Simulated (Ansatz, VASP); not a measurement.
**One calculation of MgH2, two programs**

```
CELL_PARAMETERS angstrom
4.48855 0.00000 0.00000
0.00000 4.48855 0.00000
0.00000 0.00000 2.99821
ATOMIC_POSITIONS crystal
Mg 0.00000 0.00000 0.00000
Mg 0.50000 0.50000 0.50000
H 0.30447 0.30447 0.00000
H 0.19553 0.80447 0.50000
H 0.69553 0.69553 0.00000
H 0.80447 0.19553 0.50000
```

Alike in both runs: functional PBE0; k mesh 6 × 6 × 8; occupations gaussian, width 0.02 eV; no spin polarisation.

Ansatz relaxed the structure, and its values are those at the end. VASP's run is a single point on that final structure, the one shown.

|  | VASP | Ansatz |
| --- | --- | --- |
| version | VASP 6.6.1 | Ansatz 0.2.0 |
| potentials or method | VASP PAW PBE potentials, release 64 (Mg, H) | scalar-relativistic, plane waves, PAW |
| plane-wave cutoff (eV) | 520 | 420 |
| valence electrons in the cell | 8 | 24 |

```tsv
	VASP	Ansatz	Ansatz less VASP
gap on the k mesh at the Fermi level (eV)	5.65	5.67	+0.024
least direct gap on the mesh (eV)	6.50	6.52	+0.024
pressure (GPa)	-0.3	0.0	+0.29
```

The two sets of potentials don't hold the same shells in valence.

Caveats: the PAW data sets were made with another functional, which shifts forces and pressure a little (VASP). A k mesh can miss the band edges.
